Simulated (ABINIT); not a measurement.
Crystal: Hf.

```xyz
2
Lattice="3.1967 0.0000 0.0000 -1.5983 2.7684 0.0000 0.0000 0.0000 5.0578" Properties=species:S:1:pos:R:3 pbc="T T T"
Hf    1.5984    0.9228    3.7934
Hf    0.0000    1.8456    1.2645
```

Base run:

```yaml
Program: ABINIT 10.8.3 (patched build)
Functional: RPBE
Potentials_or_basis: JTH PAW PBE v2.0
Cutoff: 626 eV
k_mesh: 10 × 10 × 5
Occupations: fermi-dirac, width 0.05 eV
Spin: no spin polarisation
```

Its results: band gap on the k mesh none (metal or under the smearing width); pressure 3.0 GPa.

**Question.** After a change of settings the same cell gave: band gap on the k mesh none (metal or under the smearing width); pressure -0.4 GPa. Which change was it?
A. functional from RPBE to PW91
B. functional from RPBE to PBEsol
C. functional from RPBE to LDA
D. functional from RPBE to WC

**Answer.** A.

PW91 binds more tightly than RPBE, so the same cell stands under less pressure.

Caveats: the PAW data sets were made with another functional, which shifts forces and pressure a little; spin-orbit coupling is left out, which moves the levels of the heavy elements.

Runs at the PBE level aren't shown here.
